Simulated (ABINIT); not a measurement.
# W (Im-3m) in ABINIT: a series of runs, part 2 of 2

ABINIT 10.8.3 (patched build).

## 4. Equation of state, PBE

Input file run.abi:

```
ndtset 7
getwfk -1
scalecart1 3*0.9795861087
scalecart2 3*0.9864848297
scalecart3 3*0.9932883884
scalecart4 3*1.0000000000
scalecart5 3*1.0066227096
scalecart6 3*1.0131594038
scalecart7 3*1.0196128224

pp_dirpath "./"
pseudos "W.GGA_PBE-JTH.xml"

acell 3*1.0
rprim
    -2.9901986847     2.9901986847     2.9901986847
     2.9901986847    -2.9901986847     2.9901986847
     2.9901986847     2.9901986847    -2.9901986847
ntypat 1
znucl 74
natom 1
typat 1
xred
     0.0000000000     0.0000000000     0.0000000000

ecut 15.0
pawecutdg 30.0

kptopt 1
ngkpt 12 12 12
nshiftk 1
shiftk 0.0 0.0 0.0

ixc 11

nband 11
occopt 3
tsmear 0.05 eV

nstep 100
tolvrs 1.0e-9

iomode 3
prtwf 1
prtden 0
prteig 0
prtebands 0
```

Potentials or basis: JTH PAW PBE v2.0.

Run with:

```bash
> abinit run.abi > log 2>&1
```

run.abo:

```text
.Version 10.8.3 of ABINIT
 DATASET    1 : space group Im -3 m (#229); Bravais cI (body-center cubic)
================================================================================
 Values of the parameters that define the memory need for DATASET  1.
     intxc =       0    ionmov =       0      iscf =      17    lmnmax =      18
     lnmax =       6     mgfft =      18  mpssoang =       3    mqgrid =    3001
     natom =       1  nloc_mem =       2    nspden =       1   nspinor =       1
    nsppol =       1      nsym =      48    n1xccc =       1    ntypat =       1
    occopt =       3   xclevel =       2
       mpw =         291          nfft =        5832          nkpt =          72
 PAW method is used; the additional fine FFT grid is defined by:
   mgfftf=        27    nfftf =     19683
================================================================================
================================================================================
[... 71 lines left out ...]
 DATASET    7 : space group Im -3 m (#229); Bravais cI (body-center cubic)
================================================================================
 Values of the parameters that define the memory need for DATASET  7.
     intxc =       0    ionmov =       0      iscf =      17    lmnmax =      18
     lnmax =       6     mgfft =      20  mpssoang =       3    mqgrid =    3001
     natom =       1  nloc_mem =       2    nspden =       1   nspinor =       1
    nsppol =       1      nsym =      48    n1xccc =       1    ntypat =       1
    occopt =       3   xclevel =       2
       mpw =         327          nfft =        8000          nkpt =          72
 PAW method is used; the additional fine FFT grid is defined by:
   mgfftf=        30    nfftf =     27000
================================================================================
================================================================================

--------------------------------------------------------------------------------
------------- Echo of variables that govern the present computation ------------
--------------------------------------------------------------------------------
 -outvars: echo values of preprocessed input variables --------
            acell      1.0000000000E+00  1.0000000000E+00  1.0000000000E+00 Bohr
              amu      1.83850000E+02
             ecut      1.50000000E+01 Hartree
           getwfk          -1
                       outvar_i_n : Printing only first  50 k-points.
              ixc          11
           jdtset        1    2    3    4    5    6    7
[... 121 lines left out ...]
 Compensation charge density is not taken into account in XC energy/potential

   6.59015510E+02                                ecore*ucvol(ha*bohr**3)
--------------------------------------------------------------------------------

================================================================================

--- !BeginCycle
iteration_state: {dtset: 1, }
solver: {iscf: 17, nstep: 100, nline: 4, wfoptalg: 10, }
tolerances: {tolvrs: 1.00E-09, }
...
[... 1185 lines left out ...]
-Cartesian components of stress tensor (GPa)         [Pressure= -1.2399E+01 GPa]
- sigma(1 1)=  1.23992868E+01  sigma(3 2)=  0.00000000E+00
- sigma(2 2)=  1.23992868E+01  sigma(3 1)=  0.00000000E+00
- sigma(3 3)=  1.23992868E+01  sigma(2 1)=  0.00000000E+00

== END DATASET(S) ==============================================================
================================================================================

 -outvars: echo values of variables after computation  --------
            acell      1.0000000000E+00  1.0000000000E+00  1.0000000000E+00 Bohr
           etotal1    -6.9028058280E+01
           etotal2    -6.9029869692E+01
           etotal3    -6.9031097019E+01
           etotal4    -6.9031805031E+01
           etotal5    -6.9032037850E+01
           etotal6    -6.9031845561E+01
           etotal7    -6.9031252835E+01
            fcart1    -0.0000000000E+00 -0.0000000000E+00 -0.0000000000E+00
            fcart2    -0.0000000000E+00 -0.0000000000E+00 -0.0000000000E+00
            fcart3    -0.0000000000E+00 -0.0000000000E+00 -0.0000000000E+00
            fcart4    -0.0000000000E+00 -0.0000000000E+00 -0.0000000000E+00
            fcart5    -0.0000000000E+00 -0.0000000000E+00 -0.0000000000E+00
            fcart6    -0.0000000000E+00 -0.0000000000E+00 -0.0000000000E+00
            fcart7    -0.0000000000E+00 -0.0000000000E+00 -0.0000000000E+00
            rprim1    -2.9291570938E+00  2.9291570938E+00  2.9291570938E+00
                       2.9291570938E+00 -2.9291570938E+00  2.9291570938E+00
                       2.9291570938E+00  2.9291570938E+00 -2.9291570938E+00
[... 17 lines left out ...]
                       3.0488449204E+00  3.0488449204E+00 -3.0488449204E+00
           strten1    -9.1905867808E-04 -9.1905867808E-04 -9.1905867808E-04
                       0.0000000000E+00  0.0000000000E+00  0.0000000000E+00
           strten2    -6.3945063831E-04 -6.3945063831E-04 -6.3945063831E-04
                       0.0000000000E+00  0.0000000000E+00  0.0000000000E+00
           strten3    -3.8473304158E-04 -3.8473304158E-04 -3.8473304158E-04
                       0.0000000000E+00  0.0000000000E+00  0.0000000000E+00
           strten4    -1.5352494653E-04 -1.5352494653E-04 -1.5352494653E-04
                       0.0000000000E+00  0.0000000000E+00  0.0000000000E+00
           strten5     5.6923675678E-05  5.6923675678E-05  5.6923675678E-05
                       0.0000000000E+00  0.0000000000E+00  0.0000000000E+00
           strten6     2.4784655811E-04  2.4784655811E-04  2.4784655811E-04
                       0.0000000000E+00  0.0000000000E+00  0.0000000000E+00
           strten7     4.2144319368E-04  4.2144319368E-04  4.2144319368E-04
                       0.0000000000E+00  0.0000000000E+00  0.0000000000E+00
 Calculation completed.
```

Run time: 37 s. Hardware: 1 thread of Arm Neoverse V1, shared host; peak memory 0.13 GiB.

Results:

- Equilibrium volume: 16.17 Å³/atom
- Bulk modulus: 301 GPa
- Pressure derivative of the bulk modulus: 3.9 (rough: it moves with the points fitted)

Energy against volume, from the lowest point:
```tsv
volume (Å³/atom)	energy (meV/atom)
14.897	108.29
15.214	59.00
15.531	25.60
15.848	6.34
16.165	0.00
16.482	5.23
16.798	21.36
```

Caveat: the cutoff is too short for stress, so the log's stress isn't used; pressures at fixed basis lie under the slope of the energies. PBE usually gives volumes a little too large and moduli too small.

## 5. Band structure, LDA

Input file run.abi:

```
# Datasets: ground state, then fixed potential
ndtset 2

# Pseudopotentials
pp_dirpath "./"
pseudos "W.upf"

# Structure
acell 3*1.0 Angstrom
rprim
    -1.5823450000     1.5823450000     1.5823450000
     1.5823450000    -1.5823450000     1.5823450000
     1.5823450000     1.5823450000    -1.5823450000
ntypat 1
znucl 74
natom 1
typat 1
xred
     0.0000000000     0.0000000000     0.0000000000

# Plane-wave basis
ecut 35.0

# Exchange and correlation
ixc 7

# Bands and occupations
occopt 3
tsmear 0.05 eV

# SCF cycle
nstep 100

# Output
iomode 3
prtwf 0
prteig 0
prtebands 0
enunit 1
prtden1 1

# Dataset 1
kptopt1 1
ngkpt1 12 12 12
nshiftk1 1
shiftk1 0.0 0.0 0.0
nband1 11
tolvrs1 1.0e-10

# Dataset 2: bands along G-H-N-G-P-H
iscf2 -2
getden2 1
nband2 15
nbdbuf2 2
tolwfr2 1.0e-12
kptopt2 -5
ndivsm2 6
prteig2 1
prtvol2 -3
kptbounds2
     0.0000000000     0.0000000000     0.0000000000
     0.5000000000    -0.5000000000     0.5000000000
     0.0000000000     0.0000000000     0.5000000000
     0.0000000000     0.0000000000     0.0000000000
     0.2500000000     0.2500000000     0.2500000000
     0.5000000000    -0.5000000000     0.5000000000
```

Potentials or basis: PseudoDojo NC SR LDA v0.4.1 standard.

Run with:

```bash
> abinit run.abi > log 2>&1
```

It took 27 s on 1 thread of Arm Neoverse V1, shared host; peak memory 0.11 GiB.

The run converged. Its results:

```
Free energy                                           : -2066.0071 eV
Pressure                                              : -9.8 GPa
Band gap on the k mesh                                : none (metal or under the smearing width)
Valence electrons inside the program's atomic spheres : W 10.16 (radii [1.0584] Å)
```

Levels at the corners of the path, in eV from the Fermi level:
| point | band 3 | band 4 | band 5 | band 6 | band 7 | band 8 | band 9 | band 10 | band 11 | band 12 |
| --- | --- | --- | --- | --- | --- | --- | --- | --- | --- | --- |
| Γ | -37.65 | -37.65 | -9.55 | -1.20 | -1.20 | -1.20 | 2.24 | 2.24 | 14.66 | 14.66 |
| H | -38.56 | -38.56 | -5.78 | -5.78 | 5.20 | 5.20 | 5.20 | 8.37 | 8.37 | 8.37 |
| N | -38.08 | -37.66 | -6.21 | -3.52 | 0.86 | 2.14 | 3.11 | 6.20 | 11.07 | 11.63 |
| Γ | -37.65 | -37.65 | -9.55 | -1.20 | -1.20 | -1.20 | 2.24 | 2.24 | 14.66 | 14.66 |
| P | -38.31 | -38.31 | -2.87 | -2.87 | -2.87 | 3.28 | 3.28 | 6.58 | 12.36 | 12.36 |
| H | -38.56 | -38.56 | -5.78 | -5.78 | 5.20 | 5.20 | 5.20 | 8.37 | 8.37 | 8.37 |

Caveat: spin-orbit coupling is left out, which moves the levels of the heavy elements.

## 6. The runs side by side

| task | level | potentials or basis | spin | cutoff (eV) | fine-grid cutoff | gap on the mesh (eV) |
| --- | --- | --- | --- | --- | --- | --- |
| band structure | WC | JTH PAW PBE v2.0 | SOC, no magnetisation | 408 | 816.342 eV | none |
| band structure | PBEsol | JTH PAW PBE v2.0 | off | 408 | 816.342 eV | none |
| equation of state | PBE | JTH PAW PBE v2.0 | off | 408 | 816.342 eV | - |
| band structure | LDA | PseudoDojo NC SR LDA v0.4.1 standard | off | 952 | - | none |

Alike in all rows: cell as given; k mesh 12 × 12 × 12; smearing fermi-dirac 0.05 eV.

Caveats: the PAW data sets were made with another functional, which shifts forces and pressure a little (some runs); spin-orbit coupling is left out, which moves the levels of the heavy elements (some runs); pressures at fixed basis lie under the slope of the energies (some runs).

Total energies depend on the potentials used, so only differences within one code and one set of settings carry meaning.
